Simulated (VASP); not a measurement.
# Rh (Fm-3m) in VASP: a series of runs

One crystal, Rh, is run at these levels: LDA; tasks: relaxation of cell and atoms, vibrations by finite differences.

All numbers are computed with VASP 6.6.1; they aren't measurements. Logs are shortened: lines on timing, memory, paths and dates and some standing lists are left out, and cuts for length are marked.

## 1. The structure

Symmetry: Fm-3m, No. 225, cubic system. Conventional cell: a = 3.796 Å, b = 3.796 Å, c = 3.796 Å, α = 90.00°, β = 90.00°, γ = 90.00°. Around Rh (site symmetry m-3m) lie 12 Rh at 2.68 Å.

## 2. Relaxation of cell and atoms, LDA

INCAR

```
SYSTEM = Rh
PREC = Accurate
ENCUT = 520
EDIFF = 1E-7
ISMEAR = 0
SIGMA = 0.1
LREAL = .False.
LASPH = .True.
NELM = 100
ALGO = Normal
ISIF = 3
LWAVE = .False.
LCHARG = .False.
GGA = CA
IBRION = 2
NSW = 80
EDIFFG = -0.002
```

KPOINTS

```
regular mesh
0
Gamma
  18 18 18
  0 0 0
```

POSCAR

```
Rh
1.0
    0.0000000000      1.8978500000      1.8978500000
    1.8978500000      0.0000000000      1.8978500000
    1.8978500000      1.8978500000      0.0000000000
Rh
1
Direct
    0.0000000000      0.0000000000      0.0000000000
```

Potentials or basis: VASP PAW LDA potentials, release 64 (Rh_pv).

Started as:

```sh
$ cat potpaw_LDA.64/Rh_pv/POTCAR > POTCAR
$ mpirun -np 1 vasp_std > vasp.out
```

OUTCAR:

```text
SYSTEM = Rh
   PREC = Accurate
   ENCUT = 520
   EDIFF = 1E-7
   ISMEAR = 0
   LREAL = .False.
   LASPH = .True.
   NELM = 100
   ISIF = 3
   GGA = CA
   IBRION = 2
   NSW = 80
   EDIFFG = -0.002

 ion  position               nearest neighbor table
   1  0.000  0.000  0.000-

  LATTYP: Found a face centered cubic cell.
 ALAT       =     3.7957000000

  Lattice vectors:

 A1 = (   0.0000000000,   1.8978500000,   1.8978500000)
 A2 = (   1.8978500000,   0.0000000000,   1.8978500000)
 A3 = (   1.8978500000,   1.8978500000,   0.0000000000)

Analysis of symmetry for initial positions (statically):
=====================================================================
 Subroutine PRICEL returns:
 Original cell was already a primitive cell.

 Routine SETGRP: Setting up the symmetry group for a
 face centered cubic supercell.

 Subroutine GETGRP returns: Found 48 space group operations
 (whereof 48 operations were pure point group operations)
 out of a pool of 48 trial point group operations.

The static configuration has the point symmetry O_h .

Analysis of symmetry for dynamics (positions and initial velocities):
=====================================================================
 Subroutine PRICEL returns:
 Original cell was already a primitive cell.

 Routine SETGRP: Setting up the symmetry group for a
 face centered cubic supercell.

 Subroutine GETGRP returns: Found 48 space group operations
 (whereof 48 operations were pure point group operations)
 out of a pool of 48 trial point group operations.

The dynamic configuration has the point symmetry O_h .

 Subroutine INISYM returns: Found 48 space group operations
 (whereof 48 operations are pure point group operations),
 and found     1 'primitive' translations

----------------------------------------------------------------------------------------

                                     Primitive cell

  volume of cell :      13.6715

  direct lattice vectors                    reciprocal lattice vectors
     0.000000000  1.897850000  1.897850000    -0.263456016  0.263456016  0.263456016
     1.897850000  0.000000000  1.897850000     0.263456016 -0.263456016  0.263456016
     1.897850000  1.897850000  0.000000000     0.263456016  0.263456016 -0.263456016

  length of vectors
     2.683965209  2.683965209  2.683965209     0.456319205  0.456319205  0.456319205

  position of ions in fractional coordinates (direct lattice)
     0.000000000  0.000000000  0.000000000

  ion indices of the primitive-cell ions
   primitive index   ion index
                 1           1

----------------------------------------------------------------------------------------

 KPOINTS: regular mesh

Automatic generation of k-mesh.
 Grid dimensions read from file:
 generate k-points for:   18   18   18

 Generating k-lattice:

  Cartesian coordinates                     Fractional coordinates (reciprocal lattice)
    -0.014636445  0.014636445  0.014636445     0.055555556  0.000000000  0.000000000
     0.014636445 -0.014636445  0.014636445     0.000000000  0.055555556  0.000000000
     0.014636445  0.014636445 -0.014636445     0.000000000  0.000000000  0.055555556

  Length of vectors
     0.025351067  0.025351067  0.025351067

  Shift w.r.t. Gamma in fractional coordinates (k-lattice)
     0.000000000  0.000000000  0.000000000

 Subroutine IBZKPT returns following result:
 ===========================================

 Found    195 irreducible k-points:

 Following reciprocal coordinates:
            Coordinates               Weight
  0.000000  0.000000  0.000000      1.000000
  0.055556  0.000000  0.000000      8.000000
  0.111111  0.000000  0.000000      8.000000
  0.166667  0.000000  0.000000      8.000000
  0.222222  0.000000  0.000000      8.000000
  0.277778  0.000000  0.000000      8.000000
[... 16 lines left out ...]
 -0.277778  0.055556  0.000000     24.000000
 -0.222222  0.055556  0.000000     24.000000
 [... further k-points ...]
   k-points           NKPTS =    195   k-points in BZ     NKDIM =    195   number of bands    NBANDS=     11
   number of dos      NEDOS =    301   number of ions     NIONS =      1
   total plane-waves  NPLWV =   8000
   dimension x,y,z NGX =    20 NGY =   20 NGZ =   20
   dimension x,y,z NGXF=    40 NGYF=   40 NGZF=   40
   ions per type =               1
   NGX,Y,Z   is equivalent  to a cutoff of  12.39, 12.39, 12.39 a.u.
   NGXF,Y,Z  is equivalent  to a cutoff of  24.78, 24.78, 24.78 a.u.
 SYSTEM =  Rh
   PREC   = accura    normal or accurate (medium, high low for compatibility)
   ISTART =      0    job   : 0-new  1-cont  2-samecut
   ICHARG =      2    charge: 1-file 2-atom 10-const
   ISPIN  =      1    spin polarized calculation?
   LNONCOLLINEAR =      F non collinear calculations
   LSORBIT =      F    spin-orbit coupling
   LASPH  =      T    aspherical Exc in radial PAW
   ENCUT  =  520.0 eV  38.22 Ry    6.18 a.u.   4.99  4.99  4.99*2*pi/ulx,y,z
   NELM   =    100;   NELMIN=  2; NELMDL= -5     # of ELM steps
   EDIFF  = 0.1E-06   stopping-criterion for ELM
   LREAL  =      F    real-space projection
   EDIFFG = -.2E-02   stopping-criterion for IOM
   NSW    =     80    number of steps for IOM
   IBRION =      2    ionic relax: 0-MD 1-quasi-New 2-CG
   NFREE  =      1    steps in history (QN), initial steepest desc. (CG)
   ISIF   =      3    stress and relaxation
   ISYM   =      2    0-nonsym 1-usesym 2-fastsym
   POTIM  = 0.5000    time-step for ionic-motion
   TEBEG  =    0.0;   TEEND  =   0.0 temperature during run
   PSTRESS=    0.0 pullay stress
   NELECT =      15.0000    total number of electrons
   NUPDOWN=      -1.0000    fix difference up-down
   EMIN   =  10.00;   EMAX   =-10.00  energy-range for DOS
   EFERMI =   0.00;   METHOD = LEGACY
   ISMEAR =     0;   SIGMA  =   0.10  broadening in eV -4-tet -1-fermi 0-gaus
   EFERMI_NEDOS =   21; number of points for ismear=-14 and -15
   IALGO  =     38    algorithm
   IMIX   =      4    mixing-type and parameters
     AMIX     =   0.40;   BMIX     =  1.00
     AMIX_MAG =   1.60;   BMIX_MAG =  1.00
  volume/ion in A,a.u.               =      13.67        92.26
  Fermi-wavevector in a.u.,A,eV,Ry     =   1.688496  3.190795 38.790465  2.851019
  Thomas-Fermi vector in A             =   2.770792
   LORBIT       =      0    0 simple, 1 ext, 2 COOP (PROOUT), +10 PAW based schemes
   GGA     = CA    functional components
   LHFCALC =     F    Hartree Fock is set to
   AEXX    =    0.0000 exact exchange contribution
   IVDW    =     0    specifies the selected vdW correction
   LEPSILON=     F    determine dielectric tensor
   LRPA    =     F    only Hartree local field effects (RPA)
 conjugate gradient relaxation of ions
 non-spin polarized calculation
 Gauss-broadening in eV      SIGMA  =   0.10
  energy-cutoff  :      520.00
  volume of cell :       13.67
 maximum number of plane-waves:       380
   NGX =  9   NGY =  9   NGZ =  9

--------------------------------------- Ionic step        1  -------------------------------------------

 number of electron      15.0000007 magnetization

 Free energy of the ion-electron system (eV)
  ---------------------------------------------------
  ext. energy  EPLUGINS =         0.00000000
  ---------------------------------------------------
  free energy    TOTEN  =        -8.67547372 eV

  energy without entropy =       -8.66876061  energy(sigma->0) =       -8.67211716

------------------------ aborting loop because EDIFF is reached ----------------------------------------

  FORCE on cell =-STRESS in cart. coord.  units (eV):
  Direction    XX          YY          ZZ          XY          YZ          ZX
  --------------------------------------------------------------------------------------
  -------------------------------------------------------------------------------------
  Total       -0.7613820     -0.7613820     -0.7613820     -0.0000000     -0.0000000      0.0000000
  in kB      -89.2272563    -89.2272563    -89.2272563     -0.0000000     -0.0000000      0.0000000
  external PRESSURE =     -89.2272563 kB  Pullay stress =       0.0000000 kB
[... 195 lines left out ...]
  energy  without entropy=       -8.6808910976  energy(sigma->0) =       -8.68407828

--------------------------------------- Ionic step        7  -------------------------------------------

 number of electron      15.0000003 magnetization

 Free energy of the ion-electron system (eV)
  ---------------------------------------------------
  ext. energy  EPLUGINS =         0.00000000
  ---------------------------------------------------
  free energy    TOTEN  =        -8.68727746 eV

  energy without entropy =       -8.68091372  energy(sigma->0) =       -8.68409559

 E-fermi :  12.4003     XC(G=0): -14.5840

 val. band max:       12.3924873045   @ k =   0.5000   0.2222   0.1111
 cond. band min:      12.4009097335   @ k =  -0.4444   0.3333   0.1667
 fundamental gap:      0.0084224290
 Fermi energy:        12.4002923263

 k-point     1 :       0.0000    0.0000    0.0000
  band No.  band energies     occupation
      1     -33.8400      2.00000
      2     -33.8400      2.00000
      3     -33.8400      2.00000
      4       4.0945      2.00000
      5       9.1012      2.00000
      6       9.1012      2.00000
      7       9.1012      2.00000
      8      11.3503      2.00000
      9      11.3503      2.00000
     10      28.3062      0.00000
     11      32.6294      0.00000
[... 309 lines left out ...]
 k-point    24 :      -0.2222    0.0556    0.0000
  band No.  band energies     occupation
      1     -34.2489      2.00000
      2     -33.9229      2.00000
      3     -33.8861      2.00000
      4       5.9643      2.00000
      5       8.7501      2.00000
      6       9.5222      2.00000
      7       9.5757      2.00000
      8      11.1310      2.00000
      9      11.8610      2.00000
     10      28.0671      0.00000
     11      30.2121      0.00000

 [... further k-points ...]

------------------------ aborting loop because EDIFF is reached ----------------------------------------

  FORCE on cell =-STRESS in cart. coord.  units (eV):
  Direction    XX          YY          ZZ          XY          YZ          ZX
  --------------------------------------------------------------------------------------
  -------------------------------------------------------------------------------------
  Total       -0.0003839     -0.0003839     -0.0003839      0.0000000     -0.0000000      0.0000000
  in kB       -0.0463857     -0.0463857     -0.0463857      0.0000000     -0.0000000      0.0000000
  external PRESSURE =      -0.0463857 kB  Pullay stress =       0.0000000 kB
[... 16 lines left out ...]
  FREE ENERGIE OF THE ION-ELECTRON SYSTEM (eV)
  ---------------------------------------------------
  free  energy   TOTEN  =        -8.6872774568 eV

  energy  without entropy=       -8.6809137211  energy(sigma->0) =       -8.68409559

 reached required accuracy - stopping structural energy minimisation
```

It took 78 s on 1 thread of Intel Xeon Platinum 8259CL at 2.50GHz (Skylake/Cascade Lake), shared host; peak memory 0.15 GiB.

What came out:

```yaml
Free_energy: -8.6873 eV
Relaxed_volume: 13.26 Å³/atom
Relaxed_cell: a = 2.657 Å, b = 2.657 Å, c = 2.657 Å, α = 60.00°, β = 60.00°, γ = 60.00°
Space_group_after_relaxing_to_0.05_Å: Fm-3m (No. 225)
Energy_gained_by_relaxing: 11.8 meV/atom
Ionic_steps: 7
Pressure_after_relaxing: 0.0 GPa
Band_gap_on_the_k_mesh: none (metal or under the smearing width)
```

The path:
```csv
step,energy change (eV),largest force (eV/Å),pressure (GPa),volume (Å³)
1,0.0000,0.0000,-8.92,13.67
2,0.0830,0.0000,31.73,12.22
3,-0.0118,0.0000,-0.29,13.27
4,-0.0118,0.0000,-0.06,13.26
5,-0.0118,0.0000,0.14,13.25
6,-0.0118,0.0000,-0.30,13.27
7,-0.0118,0.0000,0.00,13.26
```

Final structure:
```
Rh
1.0
     0.00000    1.87862    1.87862
     1.87862    0.00000    1.87862
     1.87862    1.87862    0.00000
Rh
1
Direct
  0.00000 0.00000 0.00000
```

LDA usually gives volumes a few per cent too small. Zero-point motion and thermal expansion aren't in these numbers.

## 3. Relaxation of cell and atoms, LDA

This run uses another cell than the first one, of 13.26 Å³/atom, 0.970 times its volume.

INCAR is that of step 2.

KPOINTS is that of step 2.

POSCAR

```
Rh                                      
1.0
   -0.0000000000      1.8786181581      1.8786181581
    1.8786181581      0.0000000000      1.8786181581
    1.8786181581      1.8786181581      0.0000000000
  Rh            
     1
Direct
     0.0000000000000000    0.0000000000000000    0.0000000000000000
```

Potentials or basis: VASP PAW LDA potentials, release 64 (Rh_pv).

Started as:

```sh
$ cat potpaw_LDA.64/Rh_pv/POTCAR > POTCAR
$ mpirun -np 1 vasp_std > vasp.out
```

OUTCAR:

```text
SYSTEM = Rh
   PREC = Accurate
   ENCUT = 520
   EDIFF = 1E-7
   ISMEAR = 0
   LREAL = .False.
   LASPH = .True.
   NELM = 100
   ISIF = 3
   GGA = CA
   IBRION = 2
   NSW = 80
   EDIFFG = -0.002

 ion  position               nearest neighbor table
   1  0.000  0.000  0.000-

  LATTYP: Found a face centered cubic cell.
 ALAT       =     3.7572363162

  Lattice vectors:

 A1 = (   0.0000000000,   1.8786181581,   1.8786181581)
 A2 = (   1.8786181581,   0.0000000000,   1.8786181581)
 A3 = (   1.8786181581,   1.8786181581,   0.0000000000)

Analysis of symmetry for initial positions (statically):
=====================================================================
 Subroutine PRICEL returns:
 Original cell was already a primitive cell.

 Routine SETGRP: Setting up the symmetry group for a
 face centered cubic supercell.

 Subroutine GETGRP returns: Found 48 space group operations
 (whereof 48 operations were pure point group operations)
 out of a pool of 48 trial point group operations.

The static configuration has the point symmetry O_h .

Analysis of symmetry for dynamics (positions and initial velocities):
=====================================================================
 Subroutine PRICEL returns:
 Original cell was already a primitive cell.

 Routine SETGRP: Setting up the symmetry group for a
 face centered cubic supercell.

 Subroutine GETGRP returns: Found 48 space group operations
 (whereof 48 operations were pure point group operations)
 out of a pool of 48 trial point group operations.

The dynamic configuration has the point symmetry O_h .

 Subroutine INISYM returns: Found 48 space group operations
 (whereof 48 operations are pure point group operations),
 and found     1 'primitive' translations

----------------------------------------------------------------------------------------

                                     Primitive cell

  volume of cell :      13.2601
[... 114 lines left out ...]
   AEXX    =    0.0000 exact exchange contribution
   IVDW    =     0    specifies the selected vdW correction
   LEPSILON=     F    determine dielectric tensor
   LRPA    =     F    only Hartree local field effects (RPA)
 conjugate gradient relaxation of ions
 non-spin polarized calculation
 Gauss-broadening in eV      SIGMA  =   0.10
  energy-cutoff  :      520.00
  volume of cell :       13.26
 maximum number of plane-waves:       369
   NGX =  9   NGY =  9   NGZ =  9

 number of electron      15.0000003 magnetization

 Free energy of the ion-electron system (eV)
  ---------------------------------------------------
  ext. energy  EPLUGINS =         0.00000000
  ---------------------------------------------------
  free energy    TOTEN  =        -8.68696566 eV

  energy without entropy =       -8.68060196  energy(sigma->0) =       -8.68378381

 E-fermi :  12.4004     XC(G=0): -14.5840

 val. band max:       12.3925750674   @ k =   0.5000   0.2222   0.1111
 cond. band min:      12.4010234661   @ k =  -0.4444   0.3333   0.1667
 fundamental gap:      0.0084483987
 Fermi energy:        12.4003856041

 k-point     1 :       0.0000    0.0000    0.0000
  band No.  band energies     occupation
      1     -33.8399      2.00000
      2     -33.8399      2.00000
      3     -33.8399      2.00000
      4       4.0945      2.00000
      5       9.1013      2.00000
      6       9.1013      2.00000
      7       9.1013      2.00000
      8      11.3504      2.00000
      9      11.3504      2.00000
     10      28.3062      0.00000
     11      32.6397      0.00000
[... 309 lines left out ...]
 k-point    24 :      -0.2222    0.0556    0.0000
  band No.  band energies     occupation
      1     -34.2488      2.00000
      2     -33.9228      2.00000
      3     -33.8860      2.00000
      4       5.9643      2.00000
      5       8.7502      2.00000
      6       9.5222      2.00000
      7       9.5758      2.00000
      8      11.1311      2.00000
      9      11.8611      2.00000
     10      28.0671      0.00000
     11      30.2122      0.00000

 [... further k-points ...]

------------------------ aborting loop because EDIFF is reached ----------------------------------------

  FORCE on cell =-STRESS in cart. coord.  units (eV):
  Direction    XX          YY          ZZ          XY          YZ          ZX
  --------------------------------------------------------------------------------------
  -------------------------------------------------------------------------------------
  Total        0.0018297      0.0018297      0.0018297      0.0000000     -0.0000000      0.0000000
  in kB        0.2210798      0.2210798      0.2210798      0.0000000     -0.0000000      0.0000000
  external PRESSURE =       0.2210798 kB  Pullay stress =       0.0000000 kB

 VOLUME and BASIS-vectors are now :
 -----------------------------------------------------------------------------
  energy-cutoff  :      520.00
  volume of cell :       13.26
      direct lattice vectors                 reciprocal lattice vectors
     0.000000000  1.878618158  1.878618158    -0.266153075  0.266153075  0.266153075
     1.878618158  0.000000000  1.878618158     0.266153075 -0.266153075  0.266153075
     1.878618158  1.878618158  0.000000000     0.266153075  0.266153075 -0.266153075

 POSITION                                       TOTAL-FORCE (eV/Angst)
 -----------------------------------------------------------------------------------
      0.00000      0.00000      0.00000        -0.000000      0.000000      0.000000
 -----------------------------------------------------------------------------------
    total drift:                                0.000000      0.000000      0.000000

  FREE ENERGIE OF THE ION-ELECTRON SYSTEM (eV)
  ---------------------------------------------------
  free  energy   TOTEN  =        -8.6869656598 eV

  energy  without entropy=       -8.6806019579  energy(sigma->0) =       -8.68378381

 reached required accuracy - stopping structural energy minimisation
```

Run time: 18 s. Hardware: 1 thread of Intel Xeon Platinum 8259CL at 2.50GHz (Skylake/Cascade Lake), shared host; peak memory 0.14 GiB.

Results:

- Free energy: -8.6870 eV
- Pressure after relaxing: 0.0 GPa
- Band gap on the k mesh: none (metal or under the smearing width)

Final structure:
```cif
data_structure
_symmetry_space_group_name_H-M 'P 1'
_symmetry_Int_Tables_number 1
_cell_length_a 2.6568
_cell_length_b 2.6568
_cell_length_c 2.6568
_cell_angle_alpha 60.000
_cell_angle_beta 60.000
_cell_angle_gamma 60.000
_cell_volume 13.26
loop_
_atom_site_label
_atom_site_type_symbol
_atom_site_fract_x
_atom_site_fract_y
_atom_site_fract_z
_atom_site_occupancy
Rh1 Rh 0.00000 0.00000 0.00000 1
```

Caveat: the relaxation stopped at its first step, so nothing moved.

[end of part 1 of 2]
